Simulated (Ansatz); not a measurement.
# Sn: one input, then a changed one

The cell was built from the sc type and relaxed in the same program; it needn't be a known or the stable phase. The listed cell was then made from it by scaling, straining or moving an atom.

First run: DFT, PBE, all-electron LAPW, scalar-relativistic (Ansatz 0.2.0).

Command: `ansatz run input.yaml --threads 1 --pin off --max-ram 2048MiB --backend cpu --events-out ev --progress --plain --runs-dir out` The run took 20 s on 1 thread of Arm Neoverse V1, with other jobs on the host.

```yaml
crystal:
  lattice:
    - [3.0877013286, 0.0617540266, 0.0617540266]
    - [0.0617540266, 3.0877013286, 0.0617540266]
    - [0.0617540266, 0.0617540266, 3.0877013286]
  atoms:
    - { symbol: Sn, position: [0.0, 0.0, 0.0] }
kpoints:
  mp_grid: { grid: [14, 14, 14] }
scf:
  occupations: { method: fermi_dirac, width: 0.03 }
hamiltonian:
  xc: pbe
  pseudopotentials: { kind: all_electron, lapw: { basis_error: 0.001 } }
output:
  forces: true
  stress: true
  eigenvalues: true
```

Result: converged; pressure 0.07 GPa; no gap on the k mesh; 6 SCF iterations.

No spin–orbit coupling, which matters for the heavy atoms here.

The input is then changed:

```diff
@@ -10,4 +10,5 @@
 scf:
   occupations: { method: fermi_dirac, width: 0.03 }
+  convergence: { dr2_threshold: 1.0e-05 }
 hamiltonian:
   xc: pbe
```

(1) Predict the outcome of the changed run.

## Answers

(1) It converged; energy at zero smearing 0.0 meV/atom from the first run; pressure 0.07 GPa; no gap on the k mesh; 5 SCF iterations. Some of these settings are too coarse for converged properties.
